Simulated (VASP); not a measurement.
Here is a VASP 6.6.1 calculation.

The input INCAR:

```
ALGO = Normal ; DIPOL = 0.5 0.5 0.500
EDIFF = 1E-7 ; ENCUT = 520
GGA = PE ; IDIPOL = 3
ISIF = 2 ; ISMEAR = 0
IVDW = 12 ; KPAR = 4
LASPH = True ; LCHARG = False
LDIPOL = True ; LREAL = False
LVACPOTAV = True ; LVHAR = True
LWAVE = False ; NBANDS = 35
NELM = 80 ; PREC = Accurate
SIGMA = 0.03
```

File KPOINTS:

```
k-points
0
Gamma
  12 12 1
```

File POSCAR:

```
SnS2                                    
1.0
    3.6651273577      0.0000000000      0.0000000000
   -1.8325636788      3.1740933954      0.0000000000
    0.0000000000      0.0000000000     26.8020000000
  S               Sn            
     4     2
Direct
     0.6666666699999979    0.3333333300000021    0.3361177794361155
     0.3333333300000021    0.6666666699999979    0.4466886234784506
     0.6666666699999979    0.3333333300000021    0.5533113765215494
     0.3333333300000021    0.6666666699999979    0.6638822205638846
     1.0000000000000000    0.0000000000000000    0.3914407276082821
     1.0000000000000000    0.0000000000000000    0.6085592723917178
```

File KPOINTS_OPT:

```
explicit points
67
Reciprocal
 0.0000000000  0.0000000000  0.0000000000 1
 0.0357142900  0.0000000000  0.0000000000 1
 0.0714285700  0.0000000000  0.0000000000 1
 0.1071428600  0.0000000000  0.0000000000 1
 0.1428571400  0.0000000000  0.0000000000 1
 0.1785714300  0.0000000000  0.0000000000 1
 0.2142857100  0.0000000000  0.0000000000 1
 0.2500000000  0.0000000000  0.0000000000 1
 0.2857142900  0.0000000000  0.0000000000 1
 0.3214285700  0.0000000000  0.0000000000 1
 0.3571428600  0.0000000000  0.0000000000 1
 0.3928571400  0.0000000000  0.0000000000 1
 0.4285714300  0.0000000000  0.0000000000 1
 0.4642857100  0.0000000000  0.0000000000 1
 0.5000000000  0.0000000000  0.0000000000 1
 0.4791666700  0.0416666700  0.0000000000 1
 0.4583333300  0.0833333300  0.0000000000 1
 0.4375000000  0.1250000000  0.0000000000 1
 0.4166666700  0.1666666700  0.0000000000 1
 0.3958333300  0.2083333300  0.0000000000 1
 0.3750000000  0.2500000000  0.0000000000 1
 0.3541666700  0.2916666700  0.0000000000 1
 0.3333333300  0.3333333300  0.0000000000 1
 0.3137254900  0.3137254900  0.0000000000 1
 0.2941176500  0.2941176500  0.0000000000 1
 0.2745098000  0.2745098000  0.0000000000 1
 0.2549019600  0.2549019600  0.0000000000 1
 0.2352941200  0.2352941200  0.0000000000 1
 0.2156862700  0.2156862700  0.0000000000 1
 0.1960784300  0.1960784300  0.0000000000 1
 0.1764705900  0.1764705900  0.0000000000 1
 0.1568627500  0.1568627500  0.0000000000 1
 0.1372549000  0.1372549000  0.0000000000 1
 0.1176470600  0.1176470600  0.0000000000 1
 0.0980392200  0.0980392200  0.0000000000 1
 0.0784313700  0.0784313700  0.0000000000 1
 0.0588235300  0.0588235300  0.0000000000 1
 0.0392156900  0.0392156900  0.0000000000 1
 0.0196078400  0.0196078400  0.0000000000 1
 0.0000000000  0.0000000000  0.0000000000 1
 0.0000000000  0.0000000000  0.0000000000 1
 0.0069499800 -0.0034749900  0.0000000000 1
-0.0069499800  0.0034749900  0.0000000000 1
 0.0202707700 -0.0101353800  0.0000000000 1
-0.0202707700  0.0101353800  0.0000000000 1
-0.0000000000  0.0060188600  0.0000000000 1
 0.0000000000 -0.0060188600  0.0000000000 1
-0.0000000000  0.0175550000  0.0000000000 1
 0.0000000000 -0.0175550000  0.0000000000 1
 0.5000000000  0.0000000000  0.0000000000 1
 0.5069499800 -0.0034749900  0.0000000000 1
 0.4930500200  0.0034749900  0.0000000000 1
 0.5202707700 -0.0101353800  0.0000000000 1
 0.4797292300  0.0101353800  0.0000000000 1
 0.5000000000  0.0060188600  0.0000000000 1
 0.5000000000 -0.0060188600  0.0000000000 1
 0.5000000000  0.0175550000  0.0000000000 1
 0.5000000000 -0.0175550000  0.0000000000 1
 0.3333333300  0.3333333300  0.0000000000 1
 0.3402833100  0.3298583400  0.0000000000 1
 0.3263833500  0.3368083200  0.0000000000 1
 0.3536041000  0.3231979500  0.0000000000 1
 0.3130625600  0.3434687100  0.0000000000 1
 0.3333333300  0.3393521900  0.0000000000 1
 0.3333333300  0.3273144700  0.0000000000 1
 0.3333333300  0.3508883300  0.0000000000 1
 0.3333333300  0.3157783300  0.0000000000 1
```

Potentials or basis: VASP PAW PBE potentials, release 64 (S, Sn_d).

Run with:

```sh
$ cat potpaw_PBE.64/S/POTCAR potpaw_PBE.64/Sn_d/POTCAR > POTCAR
$ mpirun -np 4 vasp_std > vasp.out
```

(1) What does it give for the band gap along the path?

(2) Predict the largest force.

(3) What does it give for the band gap on the k mesh?

(4) Estimate the ionisation potential of the upper face.

## Answers

(1) 1.51 eV, indirect (least direct gap 1.73 eV).

(2) 0.005 eV/Å.

(3) 1.51 eV, indirect (least direct gap 1.73 eV).

(4) 6.72 eV.

Caveat: spin-orbit coupling is left out, which moves the levels of the heavy elements.
